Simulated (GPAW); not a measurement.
## C: equation of state with LDA

**What was measured.**

From “Equation of state of cubic boron nitride at high pressures and temperatures”, 2007, arxiv:cond-mat/0702656, for a bulk crystal of C: bulk modulus 444.8 ± 0.8 GPa.

The system is C.

```
CELL_PARAMETERS angstrom
0.00000 1.78337 1.78337
1.78337 0.00000 1.78337
1.78337 1.78337 0.00000
ATOMIC_POSITIONS crystal
C 0.75000 0.75000 0.75000
C 0.50000 0.50000 0.50000
```

This isn't the form of C at room conditions, which is graphite.

- Program: GPAW 26.7.0
- Task: equation of state
- Functional: LDA
- Potentials or basis: the program's PAW data sets (release 1.2.1) made for this functional
- Cutoff: 800 eV
- Basis: pw
- k mesh: 13 × 13 × 13
- Occupations: gaussian, width 0.05 eV
- Spin: no spin polarisation

```
Equilibrium volume                      : 5.51 Å³/atom
Bulk modulus                            : 468 GPa
Pressure derivative of the bulk modulus : 3.7
```

Energy against volume, from the lowest point:
| volume (Å³/atom) | energy (meV/atom) |
| --- | --- |
| 5.332 | 8.61 |
| 5.445 | 0.67 |
| 5.558 | 0.00 |
| 5.672 | 5.86 |
| 5.785 | 17.68 |
| 5.899 | 34.92 |
| 6.012 | 57.09 |

Run time: 90 s on 1 thread of Arm Neoverse V1 (shared host), peak memory 0.18 GiB.

Measured bulk modulus of C: 444.8 GPa (quoted in “Equation of state of cubic boron nitride at high pressures and temperatures”, 2007, arxiv:cond-mat/0702656). This calculation gives 468 GPa (+5.1 %). 3 values of this kind are on record (442 to 444.8 GPa); this one was drawn at random among those near their median, those with a stated uncertainty first. The fit is for a static lattice scaled at fixed shape and fixed fractional positions. The cell as given is a measured one (5.67 Å³/atom); LDA puts the equilibrium volume -2.8 % from it, thermal expansion not counted.
